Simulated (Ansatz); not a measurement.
**A computed series for Li2O: pressure series**

Consider Li$_{2}$O in the anti-fluorite structure (space group Fm-3m, No. 225).

```
CELL_PARAMETERS angstrom
      0.00000     2.31307     2.31307
      2.31307     0.00000     2.31307
      2.31307     2.31307     0.00000
ATOMIC_POSITIONS crystal
  O  0.00000 0.00000 0.00000
  Li 0.25000 0.25000 0.25000
  Li 0.75000 0.75000 0.75000
```

Cell and atoms are relaxed at each pressure.

Computed with PBE, PAW, 420 eV (Ansatz, a first-principles code; without spin-orbit coupling).

| variant | electron mass | band gap | lattice parameter a | smallest direct gap |
|---|---|---|---|---|
| base | 0.85 mₑ along k, 0.44 mₑ across (at X) | 4.98 eV | 4.626 Å | 5.23 eV |
| pressure −2 GPa | 0.87 mₑ along k, 0.44 mₑ across (at X) | 4.93 eV | 4.667 Å | 5.04 eV |
| pressure −1 GPa | 0.86 mₑ along k, 0.44 mₑ across (at X) | 4.96 eV | 4.646 Å | 5.14 eV |
| pressure 1.8 GPa | 0.84 mₑ along k, 0.43 mₑ across (at X) | 5.02 eV | 4.593 Å | 5.39 eV |
| pressure 4.2 GPa | 0.82 mₑ along k, 0.43 mₑ across (at X) | 5.08 eV | 4.552 Å | 5.59 eV |
| pressure 9 GPa | 0.79 mₑ along k, 0.42 mₑ across (at X) | 5.17 eV | 4.483 Å | 5.96 eV |
| pressure 18 GPa | 0.75 mₑ along k, 0.42 mₑ across (at X) | 5.30 eV | 4.379 Å | 6.54 eV |
| pressure 30 GPa | 0.71 mₑ along k, 0.41 mₑ across (at X) | 5.43 eV | 4.273 Å | 7.19 eV |
| pressure 45 GPa | 0.69 mₑ along k, 0.40 mₑ across (at X) | 5.55 eV | 4.171 Å | 7.35 eV |
| pressure 60 GPa | 0.67 mₑ along k, 0.39 mₑ across (at X) | 5.65 eV | 4.090 Å | 7.46 eV |

Load acts through the strain it causes; cell and atoms are relaxed under it. Effective masses come from finite differences of ±0.01 Å⁻¹. Along k means along the line from Γ to the band edge. Stability against distortions was not tested. No other phases were tried under pressure.
